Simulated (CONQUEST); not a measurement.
**HgSe under changes of volume**

One of the cells (28.067 Å³/atom); the others are scaled copies at fixed shape and fractional positions:

```
CELL_PARAMETERS angstrom
4.29780 0.00000 0.00000
0.00000 4.29780 0.00000
0.00000 0.00000 6.07800
ATOMIC_POSITIONS crystal
Hg 0.00000 0.00000 0.00000
Hg 0.50000 0.50000 0.50000
Se 0.00000 0.50000 0.25000
Se 0.50000 0.00000 0.75000
```

| Quantity | Value |
| --- | --- |
| Program | CONQUEST 1.3 |
| Functional | PBE |
| Potentials or basis | PseudoDojo NC PBE, SZP, grid of 48 × 48 × 60 points |
| k mesh | 6 × 6 × 5 |
| Occupations | fermi-dirac, width 0.05 eV |
| Spin | no spin polarisation |

| volume (Å³/atom) | energy over the lowest point (meV/atom) | pressure (GPa) |
| --- | --- | --- |
| 26.383 | 155.04 | 12.4 |
| 26.944 | 114.97 | 10.5 |
| 27.505 | 81.36 | 8.7 |
| 28.067 | ? | ? |
| 28.628 | 31.22 | 5.7 |
| 29.189 | 13.49 | 4.4 |
| 29.751 | 0.00 | 3.2 |

Question: What does the run at 28.067 Å³/atom give?

Answer: Energy over the lowest point 53.56 meV/atom; pressure 7.2 GPa.

Worked out: A Birch-Murnaghan fit of order 3 (a polynomial in V^(-2/3)) to the other rows has no minimum within the range. It gives 53.64 meV/atom at 28.067 Å³/atom, against the run's 53.56, and -dE/dV = 7.1 GPa, against 7.2.

Energies are extrapolated to zero smearing.

Caveats: the atomic basis is small; the basis of atomic orbitals isn't converged, which shifts pressures, moduli and gaps.
